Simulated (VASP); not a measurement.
## GaAs in VASP 6.6.1, single-point calculation

INCAR

```
IBRION = -1
NELM = 90
ISMEAR = -1
ISIF = 2
ALGO = Damped
SIGMA = 0.02
PREC = Accurate
LWAVE = .FALSE.
TIME = 0.5
LCHARG = .FALSE.
NSW = 0
EDIFF = 1E-7
ENCUT = 700
LASPH = .TRUE.
LREAL = .FALSE.
GGA = PE
NBANDS = 16
```

KPOINTS

```
KPOINTS created by Atomic Simulation Environment
0
Gamma
8 8 8
0 0 0
```

POSCAR

```
Ga As
 1.0000000000000000
     0.0000000000000000    2.8897467974000000    2.7844347822000000
     2.8897467974000000    0.0000000000000000    2.7844347822000000
     2.8897467974000000    2.8897467974000000    0.0000000000000000
 Ga  As
   1   1
Cartesian
  0.0000000000000000  0.0000000000000000  0.0000000000000000
  1.4448733987000002  1.4448733987000002  1.3922173910999998
```

The recommended PBE PAW datasets give the neutral cell 18 valence electrons.

Command

```
mpirun -np 1 vasp_std
```

OSZICAR

```
N       E                     dE             d eps       ncg     rms           ort
DAV:   1     0.137629676488E+03    0.13763E+03   -0.99740E+03   944   0.208E+03
DAV:   2     0.322909975963E+02   -0.10534E+03   -0.10068E+03   944   0.404E+02
DAV:   3     0.472727383505E+00   -0.31818E+02   -0.30798E+02   944   0.155E+02
DAV:   4    -0.650174430185E+01   -0.69745E+01   -0.68615E+01   944   0.790E+01
DAV:   5    -0.808317998323E+01   -0.15814E+01   -0.15605E+01   944   0.346E+01
SDA:   6    -0.789505298201E+01    0.18813E+00   -0.40669E+00   944   0.813E+00   0.000E+00
DMP:   7    -0.815438426128E+01   -0.25933E+00   -0.15009E+00   944   0.226E+00   0.222E+00
DMP:   8    -0.823321586761E+01   -0.78832E-01   -0.26114E-01   944   0.501E-01   0.643E-02
DMP:   9    -0.824767070143E+01   -0.14455E-01   -0.10104E-01   944   0.201E-01   0.428E-03
DMP:  10    -0.825435768680E+01   -0.66870E-02   -0.55797E-02   944   0.948E-02   0.505E-02
DMP:  11    -0.825787437978E+01   -0.35167E-02   -0.18264E-02   944   0.279E-02   0.259E-02
DMP:  12    -0.825901305030E+01   -0.11387E-02   -0.47714E-03   944   0.672E-03   0.847E-03
DMP:  13    -0.825927312116E+01   -0.26007E-03   -0.14316E-03   944   0.261E-03   0.767E-04
DMP:  14    -0.825934998283E+01   -0.76862E-04   -0.40727E-04   944   0.750E-04   0.193E-04
DMP:  15    -0.825937285838E+01   -0.22876E-04   -0.17327E-04   944   0.315E-04   0.935E-05
DMP:  16    -0.825938311570E+01   -0.10257E-04   -0.61437E-05   944   0.103E-04   0.596E-05
DMP:  17    -0.825938695318E+01   -0.38375E-05   -0.22491E-05   944   0.353E-05   0.290E-05
DMP:  18    -0.825938835160E+01   -0.13984E-05   -0.77948E-06   944   0.122E-05   0.102E-05
DMP:  19    -0.825938886179E+01   -0.51020E-06   -0.28847E-06   944   0.429E-06   0.445E-06
DMP:  20    -0.825938904674E+01   -0.18494E-06   -0.96596E-07   944   0.138E-06   0.166E-06
DMP:  21    -0.825938910112E+01   -0.54378E-07   -0.26284E-07   944   0.367E-07   0.477E-07
   1 F= -.82593891E+01 E0= -.82593826E+01  d E =-.130004E-04
```

Standard output (part)

```
POSCAR found type information on POSCAR GaAs
 POSCAR found :  2 types and       2 ions
 LDA part: xc-table for (Slater+PW92), standard interpolation
 POSCAR, INCAR and KPOINTS ok, starting setup
 WAVECAR not read
 entering main loop
 final diagonalization occupied
```

From OUTCAR

```
k-points           NKPTS =     59   k-points in BZ     NKDIM =     59   number of bands    NBANDS=     16

   NELECT =      18.0000    total number of electrons

   dimension x,y,z NGX =    36 NGY =   36 NGZ =   36
   dimension x,y,z NGXF=    72 NGYF=   72 NGZF=   72

  energy-cutoff  :      700.00
  volume of cell :       46.50
      direct lattice vectors                 reciprocal lattice vectors
     0.000000000  2.889746797  2.784434782    -0.173025540  0.173025540  0.179569657
     2.889746797  0.000000000  2.784434782     0.173025540 -0.173025540  0.179569657
     2.889746797  2.889746797  0.000000000     0.173025540  0.173025540 -0.179569657

 k-points in reciprocal lattice and weights: KPOINTS created by Atomic Simulation Env
   0.00000000  0.00000000  0.00000000       0.002
   0.12500000  0.00000000  0.00000000       0.016
   0.25000000  0.00000000  0.00000000       0.016
   0.37500000  0.00000000  0.00000000       0.016
   0.50000000  0.00000000  0.00000000       0.008
   0.12500000  0.12500000  0.00000000       0.004
   0.25000000  0.12500000  0.00000000       0.016
   0.37500000  0.12500000  0.00000000       0.016
   ...

 E-fermi :   3.8782

 k-point     1 :       0.0000    0.0000    0.0000
  band No.  band energies     occupation
      1     -11.0987      2.00000
      2     -11.0987      2.00000
      3     -11.0896      2.00000
      4     -11.0274      2.00000
      5     -11.0204      2.00000
      6      -8.8531      2.00000
      7       3.6002      2.00000
      8       3.6002      2.00000
      9       3.7963      1.96744
     10       3.9603      0.03256
     11       7.3278      0.00000
     12       7.4283      0.00000
     13       7.4283      0.00000
     14      11.1663      0.00000
     15      13.3805      0.00000
     16      14.1066      0.00000

 k-point     2 :       0.1250    0.0000    0.0000
  band No.  band energies     occupation
      1     -11.1081      2.00000
      2     -11.0955      2.00000
      3     -11.0887      2.00000
      4     -11.0277      2.00000
      5     -11.0203      2.00000
      6      -8.6783      2.00000
      7       1.6829      2.00000
      8       3.3605      2.00000
      9       3.5218      2.00000
     10       5.1160      0.00000
     11       7.6251      0.00000
     12       7.7528      0.00000
     13       7.8814      0.00000
     14      12.0779      0.00000
     15      12.6596      0.00000
     16      13.0879      0.00000

 k-point     3 :       0.2500    0.0000    0.0000
  band No.  band energies     occupation
      1     -11.1332      2.00000
      2     -11.0884      2.00000
      3     -11.0826      2.00000
      4     -11.0276      2.00000
      5     -11.0193      2.00000
      6      -8.1906      2.00000
      7      -0.4171      2.00000
      8       2.9073      2.00000
      9       3.1251      2.00000
     10       5.0120      0.00000
     11       8.1971      0.00000
     12       8.2501      0.00000
     13       9.4985      0.00000
     14      12.4653      0.00000
     15      12.5871      0.00000
     16      13.1152      0.00000

 ...

  Total        0.1993682      0.1993682      0.7853164      0.0000000      0.0000000      0.0000000
  in kB        6.8687824      6.8687824     27.0563141      0.0000000      0.0000000      0.0000000
  external PRESSURE =      13.5979596 kB  Pullay stress =       0.0000000 kB

 POSITION                                       TOTAL-FORCE (eV/Angst)
 -----------------------------------------------------------------------------------
      0.00000      0.00000      0.00000         0.000000      0.000000     -0.000000
      1.44487      1.44487      1.39222        -0.000000     -0.000000      0.000000
 -----------------------------------------------------------------------------------
    total drift:                                0.000001      0.000001      0.000001

  FREE ENERGIE OF THE ION-ELECTRON SYSTEM (eV)
  ---------------------------------------------------
  free  energy   TOTEN  =        -8.2593891011 eV

  energy  without entropy=       -8.2593761007  energy(sigma->0) =       -8.25938260
```

It converged. Results: gap between bands v and c on the k mesh 0.16 eV; least direct gap on the k mesh 0.16 eV; pressure 1.4 GPa. Band v is the last that the valence electrons fill when counted band by band, and c is the next.

For comparison, a separate PBE run of the intended cell, on usual settings and not on those above, gives a gap of 0.16 eV on its mesh and a pressure of 1.4 GPa.

The run above took about 49 s on one core of a shared host (Intel Xeon Platinum 8488C) and held 0.31 GiB at most.
